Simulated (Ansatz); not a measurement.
# Ga: the cost of one run

Computed with Ansatz 0.2.0 (DFT PBEsol, scalar-relativistic, plane waves, PAW, unless a step's input says otherwise).

### 1 The starting structure

It takes space group R-3m (No. 166, trigonal). Conventional cell: a = 6.922 Å, b = 6.922 Å, c = 17.707 Å, α = 90.00°, β = 90.00°, γ = 120.00°. Ga (site symmetry m) has 6 Ga at 2.35 to 2.54 Å as nearest neighbours. Around Ga (site symmetry m) lie 7 Ga at 2.51 to 2.83 Å.

Structure file:

```xyz
12
Lattice="3.4610 1.9982 5.9023 -3.4610 1.9982 5.9023 0.0000 -3.9964 5.9023" Properties=species:S:1:pos:R:3 pbc="T T T"
Ga   -2.2269    1.2857    3.9781
Ga    0.0000   -2.5713    3.9781
Ga    2.2269    1.2857    3.9781
Ga    2.2269   -1.2857   13.7289
Ga   -2.2269   -1.2857   13.7289
Ga    0.0000    2.5713   13.7289
Ga   -1.4170    0.8181    6.3330
Ga    0.0000   -1.6362    6.3330
Ga    1.4170    0.8181    6.3330
Ga    1.4170   -0.8181   11.3740
Ga   -1.4170   -0.8181   11.3740
Ga    0.0000    1.6362   11.3740
```

(A quick probe on a coarse mesh, which set the mesh and smearing, is not shown.)

### 3 A loose first relaxation

Input file input.yaml:

```yaml
crystal:
  lattice:
    - [3.4609644385, 1.9981887503, 5.9023362359]
    - [-3.4609644385, 1.9981887503, 5.9023362359]
    - [0.0, -3.9963775004, 5.9023362359]
  atoms:
    - { symbol: Ga, position: [0.01019, 0.65361, 0.01019] }
    - { symbol: Ga, position: [0.01019, 0.01019, 0.65361] }
    - { symbol: Ga, position: [0.65361, 0.01019, 0.01019] }
    - { symbol: Ga, position: [0.98981, 0.34639, 0.98981] }
    - { symbol: Ga, position: [0.34639, 0.98981, 0.98981] }
    - { symbol: Ga, position: [0.98981, 0.98981, 0.34639] }
    - { symbol: Ga, position: [0.22118, 0.6306, 0.22118] }
    - { symbol: Ga, position: [0.22118, 0.22118, 0.6306] }
    - { symbol: Ga, position: [0.6306, 0.22118, 0.22118] }
    - { symbol: Ga, position: [0.77882, 0.3694, 0.77882] }
    - { symbol: Ga, position: [0.3694, 0.77882, 0.77882] }
    - { symbol: Ga, position: [0.77882, 0.77882, 0.3694] }
basis:
  ecutwfc: 420
kpoints:
  mp_grid: { grid: [3, 3, 3] }
hamiltonian:
  xc: pbesol
scf:
  occupations: { method: gaussian, width: 0.1 }
  lower_state_search: "off"
output:
  forces: true
  stress: true
  eigenvalues: true
relax:
  adjacent_minimum: "off"
  f_tol: 0.04
  max_steps: 70
  cell: { stress_tol: 0.4 }
```

What time and memory should one allow on 1 thread of an x86-64 CPU, shared host?

About 49 s, with a peak of 0.64 GiB.
